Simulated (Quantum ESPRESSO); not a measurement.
**As: single point with PBEsol**

As:

```
As
1.0
     1.82500   -5.50000    0.00000
     1.82500    5.50000    0.00000
     0.00000    0.00000    4.47000
As
4
Direct
  0.39000 0.61000 0.56000
  0.89000 0.11000 0.94000
  0.61000 0.39000 0.44000
  0.11000 0.89000 0.06000
```

This isn't the form of As at room conditions, which is rhombohedral.

```
Program             : Quantum ESPRESSO 7.5
Task                : single point
Functional          : PBEsol
Potentials or basis : GBRV 1.5 PBEsol
Cutoff              : 612 eV
Density cutoff      : 4898 eV
k mesh              : 8 × 8 × 6
Occupations         : fermi-dirac, width 0.05 eV
Spin                : no spin polarisation
Mixing beta         : 0.5
Most SCF iterations : 120
SCF threshold       : 8e-10 Ry
```

```json
{
  "Pressure": "0.2 GPa",
  "Largest force": "0.122 eV/Å",
  "Band gap on the k mesh": "none (metal or under the smearing width)"
}
```

Forces in eV/Å, atoms in the order of the input:
```
As   0.000  0.116  0.038
As   0.000  0.116 -0.038
As   0.000 -0.116 -0.038
As   0.000 -0.116  0.038
```

Stress tensor (GPa, compression positive):
```
 1.07  0.00  0.00
 0.00  0.26  0.00
 0.00  0.00 -0.70
```

Levels at points of the mesh, in eV from the Fermi level:
```csv
k point,band 6,band 7,band 8,band 9,band 10,band 11,band 12,band 13,band 14,band 15
"(0.00, 0.00, 0.00)",-4.32,-3.01,-2.23,-1.84,-1.04,1.96,2.01,2.51,3.43,4.86
"(0.00, 0.00, -0.50)",-4.33,-1.96,-1.96,-0.60,-0.60,1.03,1.03,2.08,2.08,5.04
"(0.00, -0.50, 0.00)",-3.79,-2.50,-2.50,-2.36,-2.36,0.83,0.83,1.02,1.02,3.24
"(0.00, -0.50, -0.50)",-5.46,-4.64,-4.64,-1.80,-1.80,1.97,1.97,4.64,4.64,6.40
"(-0.50, -0.50, 0.00)",-4.45,-3.37,-1.66,-1.23,-0.36,0.15,1.93,2.41,3.06,4.84
"(-0.50, -0.50, -0.50)",-2.08,-1.88,-1.88,-1.10,-1.10,1.47,1.47,1.77,1.77,2.62
```

It took 52 s on 2 MPI ranks on Arm Neoverse V2 (shared host), peak memory 0.42 GiB a rank.
